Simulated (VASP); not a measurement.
# AgBr (Fm-3m) in VASP: a series of runs

The runs below take AgBr through band structure, G0W0 quasiparticle levels, with LDA, r2SCAN, PBE, HSE06.

All numbers are computed with VASP 6.6.1; they aren't measurements. Logs are shortened: lines on timing, memory, paths and dates and some standing lists are left out, and cuts for length are marked.

### Step 1. Starting point

It takes space group Fm-3m (No. 225, cubic). The conventional cell has a = 5.740 Å, b = 5.740 Å, c = 5.740 Å, α = 90.00°, β = 90.00°, γ = 90.00°. Ag (site symmetry m-3m) has 6 Br at 2.87 Å as nearest neighbours. Br (site symmetry m-3m) is surrounded by 6 Ag at 2.87 Å.

### Step 2. Band structure, LDA, spin-orbit coupling, no magnetisation

Input file POSCAR:

```
AgBr
1.0
    0.0000000000      2.8701500000      2.8701500000
    2.8701500000      0.0000000000      2.8701500000
    2.8701500000      2.8701500000      0.0000000000
Ag Br
1 1
Direct
    0.0000000000      0.0000000000      0.0000000000
    0.5000000000      0.5000000000      0.5000000000
```

Input file INCAR.step1:

```
SYSTEM = AgBr
PREC = Accurate
ENCUT = 520
EDIFF = 1E-6
ISMEAR = 0
SIGMA = 0.02
LREAL = .False.
LASPH = .True.
NELM = 60
ALGO = Normal
ISIF = 2
LWAVE = .False.
LCHARG = .True.
MAGMOM = 0 0 0 0 0 0
LORBIT = 11
LSORBIT = .True.
GGA_COMPAT = .False.
LMAXMIX = 4
GGA = CA
NBANDS = 30
KPAR = 2
```

Input file KPOINTS.step1:

```
Automatic mesh
0
Gamma
  6 6 6
  0 0 0
```

Input file INCAR.step2:

```
SYSTEM = AgBr
PREC = Accurate
ENCUT = 520
EDIFF = 1E-6
ISMEAR = 0
SIGMA = 0.05
LREAL = .False.
LASPH = .True.
NELM = 60
ALGO = Normal
ISIF = 2
LWAVE = .False.
LCHARG = .False.
MAGMOM = 0 0 0 0 0 0
LORBIT = 11
LSORBIT = .True.
GGA_COMPAT = .False.
LMAXMIX = 4
GGA = CA
NBANDS = 30
ICHARG = 11
KPAR = 2
```

Input file KPOINTS.step2:

```
path GXWKGLUWLK,UX
10
line-mode
reciprocal
 0.0000000000  0.0000000000  0.0000000000  G
 0.5000000000  0.0000000000  0.5000000000  X

 0.5000000000  0.0000000000  0.5000000000  X
 0.5000000000  0.2500000000  0.7500000000  W

 0.5000000000  0.2500000000  0.7500000000  W
 0.3750000000  0.3750000000  0.7500000000  K

 0.3750000000  0.3750000000  0.7500000000  K
 0.0000000000  0.0000000000  0.0000000000  G

 0.0000000000  0.0000000000  0.0000000000  G
 0.5000000000  0.5000000000  0.5000000000  L

 0.5000000000  0.5000000000  0.5000000000  L
 0.6250000000  0.2500000000  0.6250000000  U

 0.6250000000  0.2500000000  0.6250000000  U
 0.5000000000  0.2500000000  0.7500000000  W

 0.5000000000  0.2500000000  0.7500000000  W
 0.5000000000  0.5000000000  0.5000000000  L

 0.5000000000  0.5000000000  0.5000000000  L
 0.3750000000  0.3750000000  0.7500000000  K

 0.6250000000  0.2500000000  0.6250000000  U
 0.5000000000  0.0000000000  0.5000000000  X
```

Potentials or basis: VASP PAW LDA potentials, release 64 (Ag, Br).

On the command line:

```console
$ cat potpaw_LDA.64/Ag/POTCAR potpaw_LDA.64/Br/POTCAR > POTCAR
$ cp INCAR.step1 INCAR
$ cp KPOINTS.step1 KPOINTS
$ mpirun -np 2 vasp_ncl > vasp.out
$ cp INCAR.step2 INCAR
$ cp KPOINTS.step2 KPOINTS
$ mpirun -np 2 vasp_ncl > vasp.out
```

OUTCAR:

```text
SYSTEM = AgBr
   PREC = Accurate
   ENCUT = 520
   EDIFF = 1E-6
   ISMEAR = 0
   LREAL = .False.
   LASPH = .True.
   NELM = 60
   ISIF = 2
   LORBIT = 11
   LSORBIT = .True.
   GGA = CA
   ICHARG = 11

 ion  position               nearest neighbor table
   1  0.000  0.000  0.000-   2 2.87   2 2.87   2 2.87   2 2.87   2 2.87   2 2.87
   2  0.500  0.500  0.500-   1 2.87   1 2.87   1 2.87   1 2.87   1 2.87   1 2.87

  LATTYP: Found a face centered cubic cell.
 ALAT       =     5.7403000000

  Lattice vectors:

 A1 = (   0.0000000000,   2.8701500000,   2.8701500000)
 A2 = (   2.8701500000,   0.0000000000,   2.8701500000)
 A3 = (   2.8701500000,   2.8701500000,   0.0000000000)

Analysis of symmetry for initial positions (statically):
=====================================================================
 Subroutine PRICEL returns:
 Original cell was already a primitive cell.

 Routine SETGRP: Setting up the symmetry group for a
 face centered cubic supercell.

 Subroutine GETGRP returns: Found 48 space group operations
 (whereof 48 operations were pure point group operations)
 out of a pool of 48 trial point group operations.

The static configuration has the point symmetry O_h .

Analysis of symmetry for dynamics (positions and initial velocities):
=====================================================================
 Subroutine PRICEL returns:
 Original cell was already a primitive cell.

 Routine SETGRP: Setting up the symmetry group for a
 face centered cubic supercell.

 Subroutine GETGRP returns: Found 48 space group operations
 (whereof 48 operations were pure point group operations)
 out of a pool of 48 trial point group operations.

The dynamic configuration has the point symmetry O_h .

Analysis of structural, dynamic, and magnetic symmetry:
=====================================================================
 Subroutine PRICEL returns:
 Original cell was already a primitive cell.

 Routine SETGRP: Setting up the symmetry group for a
 face centered cubic supercell.

 Subroutine GETGRP returns: Found 48 space group operations
 (whereof 48 operations were pure point group operations)
 out of a pool of 48 trial point group operations.

The overall configuration has the point symmetry O_h .

 Subroutine INISYM returns: Found 48 space group operations
 (whereof 48 operations are pure point group operations),
 and found     1 'primitive' translations

----------------------------------------------------------------------------------------

                                     Primitive cell

  volume of cell :      47.2872

  direct lattice vectors                    reciprocal lattice vectors
     0.000000000  2.870150000  2.870150000    -0.174206923  0.174206923  0.174206923
     2.870150000  0.000000000  2.870150000     0.174206923 -0.174206923  0.174206923
     2.870150000  2.870150000  0.000000000     0.174206923  0.174206923 -0.174206923

  length of vectors
     4.059005056  4.059005056  4.059005056     0.301735242  0.301735242  0.301735242

  position of ions in fractional coordinates (direct lattice)
     0.000000000  0.000000000  0.000000000
     0.500000000  0.500000000  0.500000000

  ion indices of the primitive-cell ions
   primitive index   ion index
                 1           1
                 2           2

----------------------------------------------------------------------------------------

 KPOINTS: path GXWKGLUWLK,UX

Interpolating k-points between supplied coordinates.

 Line segments in fractional coordinates (reciprocal lattice):
    0.000000  0.000000  0.000000  ...  0.500000  0.000000  0.500000
    0.500000  0.000000  0.500000  ...  0.500000  0.250000  0.750000
    0.500000  0.250000  0.750000  ...  0.375000  0.375000  0.750000
    0.375000  0.375000  0.750000  ...  0.000000  0.000000  0.000000
    0.000000  0.000000  0.000000  ...  0.500000  0.500000  0.500000
[... 47 lines left out ...]
   ISPIN  =      1    spin polarized calculation?
   LNONCOLLINEAR =      T non collinear calculations
   LSORBIT =      T    spin-orbit coupling
   LASPH  =      T    aspherical Exc in radial PAW
   ENCUT  =  520.0 eV  38.22 Ry    6.18 a.u.   7.55  7.55  7.55*2*pi/ulx,y,z
   NELM   =     60;   NELMIN=  2; NELMDL=  0     # of ELM steps
   EDIFF  = 0.1E-05   stopping-criterion for ELM
   LREAL  =      F    real-space projection
   EDIFFG = 0.1E-04   stopping-criterion for IOM
   NSW    =      0    number of steps for IOM
   IBRION =     -1    ionic relax: 0-MD 1-quasi-New 2-CG
   NFREE  =      0    steps in history (QN), initial steepest desc. (CG)
   ISIF   =      2    stress and relaxation
   ISYM   =      2    0-nonsym 1-usesym 2-fastsym
   POTIM  = 0.5000    time-step for ionic-motion
   TEBEG  =    0.0;   TEEND  =   0.0 temperature during run
   PSTRESS=    0.0 pullay stress
   NELECT =      18.0000    total number of electrons
   NUPDOWN=      -1.0000    fix difference up-down
   EMIN   =  10.00;   EMAX   =-10.00  energy-range for DOS
   EFERMI =   0.00;   METHOD = LEGACY
   ISMEAR =     0;   SIGMA  =   0.05  broadening in eV -4-tet -1-fermi 0-gaus
   EFERMI_NEDOS =   21; number of points for ismear=-14 and -15
   IALGO  =     38    algorithm
   IMIX   =      4    mixing-type and parameters
     AMIX     =   0.40;   BMIX     =  1.00
     AMIX_MAG =   1.60;   BMIX_MAG =  1.00
  volume/ion in A,a.u.               =      23.64       159.55
  Fermi-wavevector in a.u.,A,eV,Ry     =   1.186454  2.242074 19.152570  1.407674
  Thomas-Fermi vector in A             =   2.322627
   LORBIT       =     11    0 simple, 1 ext, 2 COOP (PROOUT), +10 PAW based schemes
   GGA     = CA    functional components
   LHFCALC =     F    Hartree Fock is set to
   AEXX    =    0.0000 exact exchange contribution
   IVDW    =     0    specifies the selected vdW correction
   LEPSILON=     F    determine dielectric tensor
   LRPA    =     F    only Hartree local field effects (RPA)
 Gauss-broadening in eV      SIGMA  =   0.05
  energy-cutoff  :      520.00
  volume of cell :       47.29
 maximum number of plane-waves:      2606

 number of electron      18.0000002 magnetization      -0.0000000      0.0000000     -0.0000000

 Free energy of the ion-electron system (eV)
  ---------------------------------------------------
  ext. energy  EPLUGINS =         0.00000000
  ---------------------------------------------------
  free energy    TOTEN  =        -6.64708064 eV

  energy without entropy =       -6.64708058  energy(sigma->0) =       -6.64708061

 E-fermi :   3.7430     XC(G=0): -10.2741

 val. band max:        3.5810032810   @ k =   0.5000   0.5000   0.5000
 cond. band min:       3.9029339681   @ k =   0.0000   0.0000   0.0000
 fundamental gap:      0.3219306870
 Fermi energy:         3.7430406586

 k-point     1 :       0.0000    0.0000    0.0000
  band No.  band energies     occupation
      1     -11.6012      1.00000
      2     -11.6012      1.00000
      3       0.3039      1.00000
      4       0.3039      1.00000
      5       0.3039      1.00000
      6       0.3039      1.00000
[... 781 lines left out ...]
     29      16.4280      0.00000
     30      16.4280      0.00000

 [... further k-points ...]

------------------------ aborting loop because EDIFF is reached ----------------------------------------

  FORCE on cell =-STRESS in cart. coord.  units (eV):
  Direction    XX          YY          ZZ          XY          YZ          ZX
  --------------------------------------------------------------------------------------
  -------------------------------------------------------------------------------------
  Total       -2.2360173     -2.2360173     -2.2360173     -0.0000000     -0.0000000     -0.0000000
  in kB      -75.7603480    -75.7603480    -75.7603480     -0.0000000     -0.0000000     -0.0000000
  external PRESSURE =     -75.7603480 kB  Pullay stress =       0.0000000 kB

 VOLUME and BASIS-vectors are now :
 -----------------------------------------------------------------------------
  energy-cutoff  :      520.00
  volume of cell :       47.29
      direct lattice vectors                 reciprocal lattice vectors
     0.000000000  2.870150000  2.870150000    -0.174206923  0.174206923  0.174206923
     2.870150000  0.000000000  2.870150000     0.174206923 -0.174206923  0.174206923
     2.870150000  2.870150000  0.000000000     0.174206923  0.174206923 -0.174206923

 POSITION                                       TOTAL-FORCE (eV/Angst)
 -----------------------------------------------------------------------------------
      0.00000      0.00000      0.00000         0.000000      0.000000      0.000000
      2.87015      2.87015      2.87015        -0.000000     -0.000000     -0.000000
 -----------------------------------------------------------------------------------
    total drift:                                0.000000      0.000000      0.000000

  FREE ENERGIE OF THE ION-ELECTRON SYSTEM (eV)
  ---------------------------------------------------
  free  energy   TOTEN  =        -6.6470806444 eV

  energy  without entropy=       -6.6470805827  energy(sigma->0) =       -6.64708061

 Spin-Orbit-Coupling matrix elements

 Ion:    1  E_soc:     -0.0422398
 l=   1
     0.0000000    -0.0013158    -0.0013158
    -0.0013158     0.0000000    -0.0013158
    -0.0013158    -0.0013158     0.0000000
 l=   2
     0.0000000    -0.0011596     0.0000000    -0.0011596    -0.0045645
    -0.0011596     0.0000000    -0.0034234    -0.0011596    -0.0011411
     0.0000000    -0.0034234     0.0000000    -0.0034234     0.0000000
    -0.0011596    -0.0011596    -0.0034234     0.0000000    -0.0011411
    -0.0045645    -0.0011411     0.0000000    -0.0011411     0.0000000
 l=   3
     0.0000000     0.0000000     0.0000000     0.0000000     0.0000000     0.0000000     0.0000000
     0.0000000     0.0000000     0.0000000     0.0000000     0.0000000     0.0000000     0.0000000
     0.0000000     0.0000000     0.0000000     0.0000000     0.0000000     0.0000000     0.0000000
     0.0000000     0.0000000     0.0000000     0.0000000     0.0000000     0.0000000     0.0000000
     0.0000000     0.0000000     0.0000000     0.0000000     0.0000000     0.0000000     0.0000000
     0.0000000     0.0000000     0.0000000     0.0000000     0.0000000     0.0000000     0.0000000
     0.0000000     0.0000000     0.0000000     0.0000000     0.0000000     0.0000000     0.0000000

 Ion:    2  E_soc:     -0.0593075
 l=   1
     0.0000000    -0.0098699    -0.0098699
    -0.0098699     0.0000000    -0.0098699
    -0.0098699    -0.0098699     0.0000000
 l=   2
     0.0000000     0.0000001     0.0000000     0.0000001    -0.0000148
     0.0000001     0.0000000    -0.0000111     0.0000001    -0.0000037
     0.0000000    -0.0000111     0.0000000    -0.0000111     0.0000000
     0.0000001     0.0000001    -0.0000111     0.0000000    -0.0000037
    -0.0000148    -0.0000037     0.0000000    -0.0000037     0.0000000
 l=   3
     0.0000000     0.0000000     0.0000000     0.0000000     0.0000000     0.0000000     0.0000000
     0.0000000     0.0000000     0.0000000     0.0000000     0.0000000     0.0000000     0.0000000
     0.0000000     0.0000000     0.0000000     0.0000000     0.0000000     0.0000000     0.0000000
     0.0000000     0.0000000     0.0000000     0.0000000     0.0000000     0.0000000     0.0000000
     0.0000000     0.0000000     0.0000000     0.0000000     0.0000000     0.0000000     0.0000000
     0.0000000     0.0000000     0.0000000     0.0000000     0.0000000     0.0000000     0.0000000
     0.0000000     0.0000000     0.0000000     0.0000000     0.0000000     0.0000000     0.0000000

 total charge

# of ion       s       p       d       tot
------------------------------------------
    1        0.209   0.182   9.325   9.716
    2        1.612   3.164   0.030   4.806
--------------------------------------------------
tot          1.821   3.347   9.355  14.523

 magnetization (x)

# of ion       s       p       d       tot
------------------------------------------
    1       -0.000   0.000   0.000  -0.000
    2       -0.000  -0.000   0.000  -0.000
--------------------------------------------------
tot         -0.000   0.000   0.000  -0.000

 magnetization (y)

# of ion       s       p       d       tot
------------------------------------------
    1       -0.000   0.000  -0.000  -0.000
    2       -0.000   0.000   0.000   0.000
--------------------------------------------------
tot         -0.000   0.000  -0.000  -0.000

 magnetization (z)

# of ion       s       p       d       tot
------------------------------------------
    1        0.000   0.000  -0.000   0.000
    2       -0.000   0.000   0.000  -0.000
--------------------------------------------------
tot          0.000   0.000  -0.000   0.000
```

It took 2.8 min on 2 MPI ranks of Intel Xeon Platinum 8375C at 2.90GHz (Ice Lake), shared host; peak memory 0.34 GiB.

Caveat: the log is that of the step along the path at fixed density, whose energy, stress, charges and moments have no meaning.

### Step 3. Band structure, r2SCAN, spin-orbit coupling, no magnetisation

Input file INCAR:

```
SYSTEM = AgBr
PREC = Accurate
ENCUT = 520
EDIFF = 1E-6
ISMEAR = 0
SIGMA = 0.02
LREAL = .False.
LASPH = .True.
NELM = 60
ALGO = Normal
ISIF = 2
LWAVE = .False.
LCHARG = .False.
MAGMOM = 0 0 0 0 0 0
LORBIT = 11
LSORBIT = .True.
GGA_COMPAT = .False.
LMAXMIX = 4
METAGGA = R2SCAN
LMIXTAU = .True.
NBANDS = 30
KPAR = 2
```

Input file KPOINTS:

```
Automatic mesh
0
Gamma
  6 6 6
  0 0 0
```

POSCAR is that of step 2.

Input file KPOINTS_OPT:

```
path GXWKGLUWLK,UX
10
line-mode
reciprocal
 0.0000000000  0.0000000000  0.0000000000  G
 0.5000000000  0.0000000000  0.5000000000  X

 0.5000000000  0.0000000000  0.5000000000  X
 0.5000000000  0.2500000000  0.7500000000  W

 0.5000000000  0.2500000000  0.7500000000  W
 0.3750000000  0.3750000000  0.7500000000  K

 0.3750000000  0.3750000000  0.7500000000  K
 0.0000000000  0.0000000000  0.0000000000  G

 0.0000000000  0.0000000000  0.0000000000  G
 0.5000000000  0.5000000000  0.5000000000  L

 0.5000000000  0.5000000000  0.5000000000  L
 0.6250000000  0.2500000000  0.6250000000  U

 0.6250000000  0.2500000000  0.6250000000  U
 0.5000000000  0.2500000000  0.7500000000  W

 0.5000000000  0.2500000000  0.7500000000  W
 0.5000000000  0.5000000000  0.5000000000  L

 0.5000000000  0.5000000000  0.5000000000  L
 0.3750000000  0.3750000000  0.7500000000  K

 0.6250000000  0.2500000000  0.6250000000  U
 0.5000000000  0.0000000000  0.5000000000  X
```

Potentials or basis: VASP PAW PBE potentials, release 64 (Ag, Br).

On the command line:

```console
$ cat potpaw_PBE.64/Ag/POTCAR potpaw_PBE.64/Br/POTCAR > POTCAR
$ mpirun -np 2 vasp_ncl > vasp.out
```

It took 15 min on 2 MPI ranks of Intel Xeon Platinum 8375C at 2.90GHz (Ice Lake), shared host; peak memory 0.34 GiB.

Results (log left out):

```yaml
Free_energy: -35.5549 eV
Pressure: 1.1 GPa
Valence_electrons_inside_the_program's_atomic_spheres: Ag 9.74; Br 4.89
```

Caveat: the PAW data sets were made with another functional, which shifts forces and pressure a little.

[end of part 1 of 2]
